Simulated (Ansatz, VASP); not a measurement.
# Two plane-wave programs on Ni

```
CELL_PARAMETERS angstrom
2.85661 0.00000 0.00000
0.00000 2.85661 0.00000
0.00000 0.00000 2.85661
ATOMIC_POSITIONS crystal
Ni 0.00000 0.00000 0.00000
Ni 0.50000 0.50000 0.50000
```

Alike in both runs: task single point; functional RPBE; k mesh 13 × 13 × 13; occupations fermi-dirac, width 0.05 eV; collinear spin.

|  | VASP | Ansatz |
| --- | --- | --- |
| version | VASP 6.6.1 | Ansatz 0.2.0 |
| potentials or method | VASP PAW PBE potentials, release 64 (Ni) | plane waves (420 eV) with PAW, scalar-relativistic |
| plane-wave cutoff (eV) | 520 | 420 |
| valence electrons in the cell | 20 | 36 |

```tsv
	VASP	Ansatz	Ansatz less VASP
pressure (GPa)	-4.5	-4.7	-0.24
net moment per atom (μB)	0.59	0.60	+0.010
size of the moment on the site where the two differ most (μB)	0.61	0.64	+0.032
```

Site moments also hang on the region over which each program counts them. The two sets of potentials don't hold the same shells in valence.

Caveats: the PAW data sets were made with another functional, which shifts forces and pressure a little (VASP).
